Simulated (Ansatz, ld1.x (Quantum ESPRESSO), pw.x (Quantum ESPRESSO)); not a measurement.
## copper: does the PAW potential hold in the solid?

```
Element                 : copper
Generator               : ld1.x (Quantum ESPRESSO) 7.5
Type                    : PAW
Functional              : PBE
Relativity              : scalar-relativistic
Frozen core             : [Ar]
Valence charge          : 11
Reference configuration : 3d8 4s0 4p0 (charge +3)
Partial waves           : 4s (bound, empty): rcut 1.50, rcutus 1.90 bohr; 4s channel at -2 Ry: rcut 1.50, rcutus 1.90 bohr; 4p (bound, empty): rcut 1.70, rcutus 2.25 bohr; 4p channel at -0.05 Ry: rcut 1.70, rcutus 2.25 bohr; 3d (bound): rcut 1.10, rcutus 1.50 bohr; 3d channel at -2.85 Ry: rcut 1.10, rcutus 1.50 bohr
Local potential         : all-electron potential smoothed inside 1.60 bohr (lloc = -1)
Core correction         : none
Augmentation charge     : BESSEL, radius 1.25 bohr
```

Atomic tests: cutoffs needed: 50 Ry and 80 Ry (the cutoffs (Ry, on a coarse ladder) from which the occupation-weighted sum of valence levels, in a spherical-Bessel basis at the reference potential, stays within 10 and 1 mRy of its value at 400 Ry); ghost test: no extra level below or beside the all-electron valence levels (s, p, d, f tested) (spherical-Bessel basis up to 400 Ry, 20 bohr box); configuration tests: test run stopped at test 1 of 7 (negative rho).

Crystal test: bcc Cu in pw.x 7.5, no spin, 16³ k-points, Fermi–Dirac smearing 0.01 Ry, cutoffs 100/800 Ry. The reference is all-electron LAPW (Ansatz 0.2.0) with the same functional, mesh and smearing; V0 and B0 come from Birch–Murnaghan fits to the pressures at five volumes. Errors are pseudo minus all-electron; Δ is the rms difference of the E(V) curves that follow from these fits, minima aligned, over ±6 % about the mean V0. Mesh and smearing are coarse, so the numbers serve the comparison and aren't converged zero-temperature values; the lattice is a test structure that the element need not adopt.

| V (Å³/atom) | P all-electron (GPa) | P pseudo (GPa) |
| --- | --- | --- |
| 11.418 | 7.97 | 1.45 |
| 11.719 | 3.63 | -2.73 |
| 12.019 | -0.10 | -6.35 |
| 12.319 | -3.30 | -9.42 |
| 12.620 | -6.04 | -12.06 |

All-electron: a0 = 2.885 Å (V0 = 12.01 Å³/atom), B0 = 138.4 GPa.

Pseudopotential: mean pressure error (GPa): -6.25; a0 (Å): 2.845; a0 error (%): -1.39; B0 error (%): +19.2; Δ (meV/atom): 16.2. This is a poor potential for the solid. Atomic configuration tests: test run stopped at test 1 of 7 (negative rho).

Question: At the middle volume, how do free energy and pressure move when the wave cutoff is lowered (ecutrho held at 800 Ry)?

Answer:

| cutoff (Ry) | shift of F (meV/atom) | shift of P (GPa) |
| --- | --- | --- |
| 45 | +157.4 | -9.91 |
| 60 | +86.0 | -2.97 |
| 80 | +3.9 | -0.16 |

Input at the middle volume:

```
&control
  calculation='scf', prefix='x', pseudo_dir='./', outdir='./tmp', tstress=.true., disk_io='none'
/
&system
  ibrav=0, nat=1, ntyp=1, ecutwfc=100, ecutrho=800, nbnd=13,
  occupations='smearing', smearing='fd', degauss=0.01
/
&electrons
  conv_thr=1e-09, mixing_beta=0.4, electron_maxstep=70
/
ATOMIC_SPECIES
Cu 1.0 Cu.UPF
CELL_PARAMETERS angstrom
  -1.44301036 1.44301036 1.44301036
  1.44301036 -1.44301036 1.44301036
  1.44301036 1.44301036 -1.44301036
ATOMIC_POSITIONS crystal
Cu 0.0000 0.0000 0.0000
K_POINTS automatic
16 16 16 0 0 0
```

```bash
pw.x < Cu.scf.in > Cu.scf.out
```

Lines of the output:

```
Message from routine setup:
     using ibrav=0 with symmetry is DISCOURAGED, use correct ibrav instead
     lattice parameter (alat)  =       4.7231  a.u.
     unit-cell volume          =      81.1082 (a.u.)^3
     number of electrons       =        11.00
     number of Kohn-Sham states=           13
     kinetic-energy cutoff     =     100.0000  Ry
     charge density cutoff     =     800.0000  Ry
     scf convergence threshold =      1.0E-09
     Exchange-correlation= SLA  PW   PBX  PBC
     number of k points=   145  Fermi-Dirac smearing, width (Ry)=  0.0100
     iteration #  1     ecut=   100.00 Ry     beta= 0.40
     total energy              =    -197.67634805 Ry
     estimated scf accuracy    <      46.82250736 Ry
     iteration #  2     ecut=   100.00 Ry     beta= 0.40
     total energy              =    -211.70823447 Ry
     estimated scf accuracy    <       6.68325824 Ry
     iteration #  3     ecut=   100.00 Ry     beta= 0.40
     total energy              =    -212.44826680 Ry
     estimated scf accuracy    <       0.47427809 Ry
     iteration #  4     ecut=   100.00 Ry     beta= 0.40
     total energy              =    -212.52318525 Ry
     estimated scf accuracy    <       0.00913098 Ry
     iteration #  5     ecut=   100.00 Ry     beta= 0.40
     total energy              =    -212.52833925 Ry
     estimated scf accuracy    <       0.01310427 Ry
     iteration #  6     ecut=   100.00 Ry     beta= 0.40
     total energy              =    -212.53541456 Ry
     estimated scf accuracy    <       0.01164533 Ry
     iteration #  7     ecut=   100.00 Ry     beta= 0.40
     total energy              =    -212.54095743 Ry
     estimated scf accuracy    <       0.00110284 Ry
     iteration #  8     ecut=   100.00 Ry     beta= 0.40
     total energy              =    -212.54286750 Ry
     estimated scf accuracy    <       0.00045718 Ry
     iteration #  9     ecut=   100.00 Ry     beta= 0.40
     total energy              =    -212.54321615 Ry
     estimated scf accuracy    <       0.00034157 Ry
     iteration # 10     ecut=   100.00 Ry     beta= 0.40
     total energy              =    -212.54312687 Ry
     estimated scf accuracy    <       0.00051076 Ry
     iteration # 11     ecut=   100.00 Ry     beta= 0.40
     total energy              =    -212.54310720 Ry
     estimated scf accuracy    <       0.00013778 Ry
     iteration # 12     ecut=   100.00 Ry     beta= 0.40
     total energy              =    -212.54312307 Ry
     estimated scf accuracy    <       0.00000157 Ry
     iteration # 13     ecut=   100.00 Ry     beta= 0.40
     total energy              =    -212.54312311 Ry
     estimated scf accuracy    <       0.00000014 Ry
     iteration # 14     ecut=   100.00 Ry     beta= 0.40
     total energy              =    -212.54312311 Ry
     estimated scf accuracy    <       0.00000001 Ry
     iteration # 15     ecut=   100.00 Ry     beta= 0.40
     total energy              =    -212.54312313 Ry
     estimated scf accuracy    <       0.00000001 Ry
     iteration # 16     ecut=   100.00 Ry     beta= 0.40
     total energy              =    -212.54312311 Ry
     estimated scf accuracy    <       0.00000001 Ry
     iteration # 17     ecut=   100.00 Ry     beta= 0.40
     the Fermi energy is    12.8737 ev
!    total energy              =    -212.54312312 Ry
     estimated scf accuracy    <          1.1E-11 Ry
     smearing contrib. (-TS)   =      -0.00169519 Ry
     The total energy is F=E-TS. E is the sum of the following terms:
     one-electron contribution =     -27.72152869 Ry
     hartree contribution      =      27.24797381 Ry
     xc contribution           =     -15.13160374 Ry
     ewald contribution        =     -80.74152988 Ry
     one-center paw contrib.   =    -116.19473943 Ry
     convergence has been achieved in  17 iterations
          total   stress  (Ry/bohr**3)                   (kbar)     P=      -63.49
     Message from routine punch:
     Nothing written, as per user request (disk_io='none')
```

The run at the middle volume (145 k-points, 17 iterations) took about 47 s on one core of a shared host (Neoverse-V2, 96 threads, 742 GiB, load 31).
